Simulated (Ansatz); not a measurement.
An input for Ansatz 0.2.0 (HfB2):

File run.py:

```python
import json

import ase.io
import numpy as np
from ase.calculators.calculator import CalculationFailed, Calculator
from ase.stress import full_3x3_to_voigt_6_stress
from ase.units import GPa

import ansatz as az

class AnsatzCalculator(Calculator):
    implemented_properties = ["energy", "free_energy", "forces", "stress", "magmom"]

    def calculate(self, atoms, properties, system_changes):
        super().calculate(atoms, properties, system_changes)
        structure = atoms.copy()
        structure.set_constraint()
        structure.set_momenta(None)
        structure.set_masses(None)
        outcome = (
            az.Crystal.from_ase(structure)
            .calculation()
            .basis(xc_grid=2)
            .kpoints(10, 10, 8, shift=(0.5, 0.5, 0.5))
            .functional("pbe", dispersion="rvv10")
            .pseudopotentials(kind="paw_fr", level="accurate")
            .spin("noncollinear", soc=True)
            .scf(tolerance=2e-10)
            .occupations(method="fermi_dirac", width=0.1)
            .forces()
            .stress()
            .run(threads=2)
        )
        if not outcome.report["converged"]:
            raise CalculationFailed("SCF not converged")
        report = outcome.report
        self.results = {
            "free_energy": report["lagrangian_ev"],
            "energy": report["lagrangian_ev"],
            "forces": np.array(report["forces_ev_ang"]),
            "stress": -GPa * full_3x3_to_voigt_6_stress(report["stress_gpa"]),
            "magmom": report["magnetization_mub"],
        }

np.set_printoptions(precision=5, suppress=True, linewidth=110)
atoms = ase.io.read("HfB2.cif")
atoms.info.pop("occupancy", None)
atoms.calc = AnsatzCalculator()
print(f"free energy {atoms.get_potential_energy():.6f} eV")
print("forces (eV/A)", atoms.get_forces(), sep="\n")
print("stress (GPa, Voigt, tension positive)", atoms.get_stress() / GPa, sep="\n")
print(f"moment {atoms.get_magnetic_moment():.4f} muB")
```

The input HfB2.cif:

```cif
data_HfB2
_cell_length_a 3.14000000
_cell_length_b 3.14000000
_cell_length_c 3.48000000
_cell_angle_alpha 90.00000000
_cell_angle_beta 90.00000000
_cell_angle_gamma 120.00000000
_space_group_name_H-M_alt 'P1'
_space_group_name_Hall 'P 1'
_space_group_IT_number 1
loop_
_space_group_symop_operation_xyz
'x,y,z'
loop_
_atom_site_label
_atom_site_type_symbol
_atom_site_symmetry_multiplicity
_atom_site_Wyckoff_symbol
_atom_site_fract_x
_atom_site_fract_y
_atom_site_fract_z
_atom_site_occupancy
Hf1 Hf 1 a 0.0000000000 0.0000000000 0.0000000000 1
B1 B 1 a 0.6666666667 0.3333333333 0.5000000000 1
B2 B 1 a 0.3333333333 0.6666666667 0.5000000000 1
```

Potentials or basis: Ansatz PAW accurate.

Command:

```console
$ python run.py
```

Problem. How does this run end?

Solution. The run stopped without a result. It printed:

Output:

```text
Traceback (most recent call last):
  File "run.py", line 51, in <module>
  File "run.py", line 33, in calculate
  [frames inside libraries left out]
ansatz.RefusalError: inconsistent input (hamiltonian.dispersion, hamiltonian.xc): `dispersion: rvv10` has no transferable b for PBE exchange — Sabatini et al. (2013) fitted b=6.3 to rPW86, and the PBE refits of Peng & Perdew (2017) are task-dependent (b=6.6 S22 / b=10.0 layered). Use `xc: {exchange: rpw86, correlation: pbe}` for the original rVV10 or `xc: r2scan` for the r²SCAN+rVV10 pairing
```
